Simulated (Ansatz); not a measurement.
Method: Ansatz 0.2.0, DFT PBE, scalar-relativistic, plane waves, PAW, and for the lanthanide a 4f-in-core norm-conserving potential. Settings: cutoff 770 eV, Γ-centred meshes spaced at most about 0.3 Å⁻¹, and about 0.25 Å⁻¹ or finer for metals (2π included), Gaussian smearing. No spin polarisation.

These are static total energies at zero pressure.

Problem. Order these relaxed structures of Er₃H by energy, lowest first, with the energy over the lowest of them.
1.

Space group Fm-3m (No. 225). a = 7.418 Å, b = 7.418 Å, c = 7.418 Å, α = 90.00°, β = 90.00°, γ = 90.00°
```json
{"atom": "Er", "site": "8c", "symmetry": "-43m", "x": "0.2500", "y": "0.2500", "z": "0.7500"}
{"atom": "Er", "site": "4b", "symmetry": "m-3m", "x": "0.5000", "y": "0.0000", "z": "0.0000"}
{"atom": "H", "site": "4a", "symmetry": "m-3m", "x": "0.0000", "y": "0.0000", "z": "0.0000"}
```

2.

Space group Pm-3m (No. 221). a = 4.753 Å, b = 4.753 Å, c = 4.753 Å, α = 90.00°, β = 90.00°, γ = 90.00°
| atom | site | symmetry | x | y | z |
| --- | --- | --- | --- | --- | --- |
| Er | 3c | 4/mm.m | 0.0000 | 0.5000 | 0.5000 |
| H | 1b | m-3m | 0.5000 | 0.5000 | 0.5000 |

3.

Space group P6_3/mmc (No. 194). a = 8.350 Å, b = 8.350 Å, c = 3.322 Å, α = 90.00°, β = 90.00°, γ = 120.00°
| atom | site | symmetry | x | y | z |
| --- | --- | --- | --- | --- | --- |
| Er | 6h | mm2 | 0.2029 | 0.4058 | 0.2500 |
| H | 2d | -6m2 | 0.3333 | 0.6667 | 0.7500 |

4.

Space group Pm-3m (No. 221). a = 4.655 Å, b = 4.655 Å, c = 4.655 Å, α = 90.00°, β = 90.00°, γ = 90.00°
```csv
atom,site,symmetry,x,y,z
Er,3c,4/mm.m,0.0000,0.5000,0.5000
H,1a,m-3m,0.0000,0.0000,0.0000
```

Solution. 3 (0 meV/atom), 2 (87 meV/atom), 4 (454 meV/atom), 1 (544 meV/atom). Forms: cell 3 P6_3/mmc; cell 2 anti-ReO3 type, Pm-3m; cell 4 Cu3Au (L1_2) type, Pm-3m; cell 1 BiF3 (D0_3) type, Fm-3m. Counting Er atoms around H (those within 1.25 times the shortest such distance or 1.15 times the sum of covalent radii, 1.27 where that leaves under three; a plus sign parts nearer from farther groups; the shortest distance is added where it exceeds 1.18 times the sum of covalent radii): cell 3 has H 6; cell 2 has H 6; cell 4 has H 12 from 3.3 Å; cell 1 has H 8+6 from 3.2 Å. All come from invented guesses. Even the lowest of the cells shown lies +0.22 eV/atom against the elements.

With hydrogen, zero-point motion can shift such differences by 10 meV/atom or more. Cells relaxed within their symmetry can be saddle points. Some types were kept out of the candidates beforehand, so the set may lack a known form.

The lanthanide is trivalent by construction, without f bands, f moments or other valences. The reference runs of the other elements, and any phases without the lanthanide, used 420 eV, which shifts energies against them by under 10 meV/atom. The lanthanide's reference is the lowest of its hcp, dhcp and fcc cells.
